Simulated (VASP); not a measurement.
# AgCl in VASP: further runs, part 3 of 3

VASP 6.6.1. Earlier steps stand in the parts before.

## 5. Electric field gradients, PBE (equal xx and yy strain of +1 %)

The input, INCAR:

```
SYSTEM = AgCl
  ALGO = Normal
  EDIFF = 1E-8
  ENCUT = 400
  GGA = PE
  GGA_COMPAT = .False.
  ISIF = 2
  ISMEAR = -1
  LASPH = .True.
  LCHARG = .False.
  LEFG = .True.
  LREAL = .False.
  LWAVE = .False.
  NBANDS = 16
  NELM = 120
  PREC = Accurate
  SIGMA = 0.02
```

The input, KPOINTS:

```
k-points
0
Gamma
  8 8 8
  0 0 0
```

The input, POSCAR:

```
AgCl
1.0
    0.0000000000      2.8008815000      2.7731500000
    2.8008815000      0.0000000000      2.7731500000
    2.8008815000      2.8008815000      0.0000000000
Ag Cl
1 1
Direct
    0.5000000000      0.5000000000      0.5000000000
    0.0000000000      0.0000000000      0.0000000000
```

Potentials or basis: VASP PAW PBE potentials, release 64 (Ag, Cl).

Started as:

```
$ cat potpaw_PBE.64/Ag/POTCAR potpaw_PBE.64/Cl/POTCAR > POTCAR
$ mpirun -np 1 vasp_std > vasp.out
```

OUTCAR:

```text
SYSTEM = AgCl
   EDIFF = 1E-8
   ENCUT = 400
   GGA = PE
   ISIF = 2
   ISMEAR = -1
   LASPH = .True.
   LREAL = .False.
   NELM = 120
   PREC = Accurate

 ion  position               nearest neighbor table
   1  0.500  0.500  0.500-   2 2.77   2 2.77   2 2.80   2 2.80   2 2.80   2 2.80
   2  0.000  0.000  0.000-   1 2.77   1 2.77   1 2.80   1 2.80   1 2.80   1 2.80

  LATTYP: Found a body centered tetragonal cell.
 ALAT       =     3.9610446039
 C/A-ratio  =     1.4002114479

  Lattice vectors:

[... 670 lines left out ...]
  ---------------------------------------------------
  free  energy   TOTEN  =        -5.3997765764 eV

  energy  without entropy=       -5.3997765764  energy(sigma->0) =       -5.39977658

 Electric field gradients (V/A^2)
---------------------------------------------------------------------
 ion       V_xx      V_yy      V_zz      V_xy      V_xz      V_yz
---------------------------------------------------------------------
   1       2.753     2.753    -5.505    -0.001    -0.001    -0.001
   2      -2.486    -2.486     4.972     0.000     0.001     0.001
---------------------------------------------------------------------

 Electric field gradients after diagonalization (V/A^2)
 (convention: |V_zz| > |V_xx| > |V_yy|)
----------------------------------------------------------------------
 ion       V_xx      V_yy      V_zz     asymmetry (V_yy - V_xx)/ V_zz
----------------------------------------------------------------------
   1       2.754     2.752    -5.505       0.000
   2      -2.486    -2.486     4.972       0.000
----------------------------------------------------------------------

           NMR quadrupolar parameters

 Cq : quadrupolar parameter    Cq=e*Q*V_zz/h
 eta: asymmetry parameters     (V_yy - V_xx)/ V_zz
 Q  : nuclear electric quadrupole moment in mb (millibarn)
----------------------------------------------------------------------
 ion       Cq(MHz)       eta       Q (mb)
----------------------------------------------------------------------
   1      -0.013       0.000       1.000
   2       0.012       0.000       1.000
----------------------------------------------------------------------
```

stdout:

```text
POSCAR found type information on POSCAR AgCl
 POSCAR found :  2 types and       2 ions
 scaLAPACK will be used
 LDA part: xc-table for (Slater+PW92), standard interpolation
 POSCAR, INCAR and KPOINTS ok, starting setup
 FFT: planning ... GRIDC
 FFT: planning ... GRID_SOFT
 FFT: planning ... GRID
 WAVECAR not read
 entering main loop
ion   1

ion   2
```

It took 15 s on 1 thread of Intel Xeon 6975P-C (Granite Rapids), shared host; peak memory 0.16 GiB.

Results:

```yaml
Free_energy: -5.3998 eV
Pressure: 0.4 GPa
Band_gap_on_the_k_mesh: 0.88 eV, indirect (least direct gap 3.12 eV)
```

Levels at points of the mesh, in eV from the valence-band top:
```tsv
k point	band 7	band 8	band 9	band 10	band 11	band 12
(0.00, 0.00, 0.00)	-2.29	-2.26	-2.26	0.88	10.82	10.82
(0.50, 0.00, 0.00)	-1.74	-0.06	0.00	4.27	6.40	7.63
(0.50, 0.50, 0.00)	-1.93	-1.93	-1.86	2.38	7.98	8.61
(0.50, 0.00, 0.50)	-1.93	-1.93	-1.86	2.39	8.04	8.51
```

Electric field gradients, principal values (V/Å²):
```
atom   least  middle  greatest (by size)
1 Ag   2.752   2.754              -5.505
2 Cl  -2.486  -2.486               4.972
```

Caveat: the cell differs from its parent crystal (equal xx and yy strain of +1 %); without QUAD_EFG the Cq values of the log hold for a quadrupole moment of 1 mb, not for the nuclei. A k mesh can miss the band edges.

## 6. Electric field gradients, PBE (equal xx and yy strain of +1 %)

The input, INCAR:

```
  PREC = Accurate
  ENCUT = 400
  EDIFF = 1E-8
  ISMEAR = -1
  SIGMA = 0.02
  LREAL = F
  LASPH = T
  NELM = 120
  ALGO = Normal
  ISIF = 2
  LWAVE = F
  LCHARG = F
  GGA = PE
  LEFG = T
  NBANDS = 16
  GGA_COMPAT = F
```

The input, KPOINTS:

```
regular mesh
0
Gamma
  8 8 8
```

POSCAR is that of step 5.

Potentials or basis: VASP PAW PBE potentials, release 64 (Ag, Cl).

Started as:

```
$ cat potpaw_PBE.64/Ag/POTCAR potpaw_PBE.64/Cl/POTCAR > POTCAR
$ mpirun -np 1 vasp_std > vasp.out
```

OUTCAR:

```text
PREC = Accurate
   ENCUT = 400
   EDIFF = 1E-8
   ISMEAR = -1
   LREAL = F
   LASPH = T
   NELM = 120
   ISIF = 2
   GGA = PE

 ion  position               nearest neighbor table
   1  0.500  0.500  0.500-   2 2.77   2 2.77   2 2.80   2 2.80   2 2.80   2 2.80
   2  0.000  0.000  0.000-   1 2.77   1 2.77   1 2.80   1 2.80   1 2.80   1 2.80

  LATTYP: Found a body centered tetragonal cell.
 ALAT       =     3.9610446039
 C/A-ratio  =     1.4002114479

  Lattice vectors:
[... 669 lines left out ...]

  FREE ENERGIE OF THE ION-ELECTRON SYSTEM (eV)
  ---------------------------------------------------
  free  energy   TOTEN  =        -5.3997765764 eV

  energy  without entropy=       -5.3997765764  energy(sigma->0) =       -5.39977658

 Electric field gradients (V/A^2)
---------------------------------------------------------------------
 ion       V_xx      V_yy      V_zz      V_xy      V_xz      V_yz
---------------------------------------------------------------------
   1       2.753     2.753    -5.505    -0.001    -0.001    -0.001
   2      -2.486    -2.486     4.972     0.000     0.001     0.001
---------------------------------------------------------------------

 Electric field gradients after diagonalization (V/A^2)
 (convention: |V_zz| > |V_xx| > |V_yy|)
----------------------------------------------------------------------
 ion       V_xx      V_yy      V_zz     asymmetry (V_yy - V_xx)/ V_zz
----------------------------------------------------------------------
   1       2.754     2.752    -5.505       0.000
   2      -2.486    -2.486     4.972       0.000
----------------------------------------------------------------------

           NMR quadrupolar parameters

 Cq : quadrupolar parameter    Cq=e*Q*V_zz/h
 eta: asymmetry parameters     (V_yy - V_xx)/ V_zz
 Q  : nuclear electric quadrupole moment in mb (millibarn)
----------------------------------------------------------------------
 ion       Cq(MHz)       eta       Q (mb)
----------------------------------------------------------------------
   1      -0.013       0.000       1.000
   2       0.012       0.000       1.000
----------------------------------------------------------------------
```

stdout:

```text
POSCAR found type information on POSCAR AgCl
 POSCAR found :  2 types and       2 ions
 scaLAPACK will be used
 LDA part: xc-table for (Slater+PW92), standard interpolation
 POSCAR, INCAR and KPOINTS ok, starting setup
 FFT: planning ... GRIDC
 FFT: planning ... GRID_SOFT
 FFT: planning ... GRID
 WAVECAR not read
 entering main loop
ion   1

ion   2
```

Wall time 15 s (1 thread of Intel Xeon 6975P-C (Granite Rapids), shared host); peak memory 0.17 GiB.

Results:

* Free energy: -5.3998 eV
* Pressure: 0.4 GPa
* Band gap on the k mesh: 0.88 eV, indirect (least direct gap 3.12 eV)

Electric field gradients, principal values (V/Å²):
| atom | least | middle | greatest (by size) |
| --- | --- | --- | --- |
| 1 Ag | 2.752 | 2.754 | -5.505 |
| 2 Cl | -2.486 | -2.486 | 4.972 |

Caveat: the cell differs from its parent crystal (equal xx and yy strain of +1 %); without QUAD_EFG the Cq values of the log hold for a quadrupole moment of 1 mb, not for the nuclei.

## 7. Overview

```csv
cell,cutoff (eV),gap on the mesh (eV),pressure (GPa)
"a = 3.922 Å, angles 60.0°, 2 atoms",520,0.91,1.5
"a = 3.942 Å, angles 59.3°, 2 atoms",520,0.89,1.5
"a = 3.883, b = 3.883, c = 3.843 Å, angles 60.3, 60.3, 59.3°, 2 atoms",400,0.84,3.6
"a = 3.941, b = 3.941, c = 3.961 Å, angles 59.8, 59.8, 60.3°, 2 atoms",400,0.88,0.4
```

Alike in all rows: task electric field gradients; level PBE; potentials or basis VASP PAW PBE potentials, release 64 (Ag, Cl); no spin polarisation; k mesh 8 × 8 × 8; smearing fermi-dirac 0.02 eV.

Absolute energies hang on the potentials; compare differences alone.

## 8. Comparison with measurements

Step 2. Against the measured gap of AgCl, 3.249 eV (indirect; a printed reference work, data compilation), the calculated 0.91 eV is off by -2.34 eV. So large a miss can be the level of theory's own, or it may mean another phase, state or a wrong row. Spin-orbit coupling on Ag is left out. The value is that of PBE on a finite k mesh, which can miss the band edges, without temperature or zero-point motion. Semilocal functionals fall short of measured gaps as a rule.
